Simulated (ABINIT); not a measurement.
Runs of ABINIT 10.8.3 (patched build) on NaCl. It takes space group Fm-3m (No. 225, cubic). The conventional cell has a = 5.588 Å, b = 5.588 Å, c = 5.588 Å, α = 90.00°, β = 90.00°, γ = 90.00°. Cl (site symmetry m-3m) is surrounded by 6 Na at 2.79 Å. Na (site symmetry m-3m) is surrounded by 6 Cl at 2.79 Å. The cell is a database's computed one.

| task | level | potentials or basis | k mesh | cutoff (eV) | fine-grid cutoff | mesh quality | gap on the mesh (eV) | pressure (GPa) |
| --- | --- | --- | --- | --- | --- | --- | --- | --- |
| band structure | LDA | JTH PAW LDA v2.0 | 8 × 8 × 8 | 1225 | 1836.77 eV | not flagged | 4.79 | -1.7 |
| single point | r2SCAN | JTH PAW PBE v2.0 | 3 × 3 × 3 | 1469 | 2204.12 eV | coarse | 6.00 | 0.7 |
| band structure | revPBE | JTH PAW PBE v2.0 | 8 × 8 × 8 | 1088 | 1687.11 eV | not flagged | 5.48 | 3.4 |
| band structure | PBEsol | PseudoDojo NC SR PBEsol v0.4 stringent | 8 × 8 × 8 | 1197 | - | not flagged | (a) | 0.2 |
| band structure | rPW86PBE | JTH PAW PBE v2.0 | 8 × 8 × 8 | 1225 | 1836.77 eV | not flagged | 5.10 | 1.8 |
| band structure | LDA | PseudoDojo NC SR LDA v0.4 stringent | 8 × 8 × 8 | 1197 | - | not flagged | 4.80 | -1.8 |
| band structure | PW91 | JTH PAW PBE v2.0 | 8 × 8 × 8 | 1225 | 1836.77 eV | not flagged | 5.22 | 1.6 |
| single point | LDA | JTH PAW LDA v2.0 | 3 × 3 × 3 | 1225 | 1836.77 eV | coarse | 4.78 | -1.5 |
| single point | LDA | JTH PAW LDA v2.0 | 6 × 6 × 6 | 1225 | 1836.77 eV | not flagged | 4.79 | -1.7 |
| single point | LDA | JTH PAW LDA v2.0 | 5 × 5 × 5 | 1225 | 1836.77 eV | not flagged | 4.79 | -1.7 |
| band structure | HCTH407 | JTH PAW PBE v2.0 | 8 × 8 × 8 | 1088 | 1687.11 eV | not flagged | 6.01 | (b) |
| band structure | RPBE | JTH PAW PBE v2.0 | 8 × 8 × 8 | 1088 | 1687.11 eV | not flagged | 5.53 | 3.7 |

Alike in all rows: no spin polarisation; cell as given; smearing fermi-dirac 0.05 eV.

Q: Estimate the missing entries.

A: (a) 5.04; (b) 4.6.

Caveats: some runs use coarse meshes; the PAW data sets were made with another functional, which shifts forces and pressure a little (some runs).

Runs at the PBE level aren't shown here.
